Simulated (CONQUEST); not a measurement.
## WC (Qusongite) under changes of volume

One of the cells (10.376 Å³/atom); the others are scaled copies at fixed shape and fractional positions:

```
CELL_PARAMETERS angstrom
2.83660 0.00000 0.00000
0.00000 2.90650 0.00000
0.00000 0.00000 5.03421
ATOMIC_POSITIONS crystal
W 0.00000 0.00000 0.00000
W 0.00000 0.50000 0.50000
C 0.50000 0.00000 0.66667
C 0.50000 0.50000 0.16667
```

| Item | Value |
| --- | --- |
| Program | CONQUEST 1.3 |
| Functional | PBE |
| Potentials or basis | PseudoDojo NC PBE, DZP, grid of 32 × 32 × 48 points |
| k mesh | 9 × 9 × 5 |
| Occupations | fermi-dirac, width 0.05 eV |
| Spin | no spin polarisation |

```csv
volume (Å³/atom),energy over the lowest point (meV/atom),pressure (GPa),largest force (eV/Å)
9.754,?,?,?
9.961,67.18,31.8,0.009
10.169,32.83,21.3,0.000
10.376,11.15,12.2,0.003
10.584,0.60,4.1,0.009
10.791,0.00,-3.2,0.021
10.999,8.69,-10.0,0.014
```

Problem. What does the run at 9.754 Å³/atom give?

Solution. Energy over the lowest point 115.50 meV/atom; pressure 42.8 GPa; largest force 0.010 eV/Å.

Worked out: A Birch-Murnaghan fit of order 3 (a polynomial in V^(-2/3)) to the other rows has its minimum at 10.70 Å³/atom with B0 = V·E''(V) = 379 GPa and B' = 4.4 at fixed shape and positions, which overstates the stiffness. It gives 115.13 meV/atom at 9.754 Å³/atom, against the run's 115.50, and -dE/dV = 42.8 GPa, against 42.8.

Energies are extrapolated to zero smearing.

Caveats: the basis of atomic orbitals isn't converged, which shifts pressures, moduli and gaps.
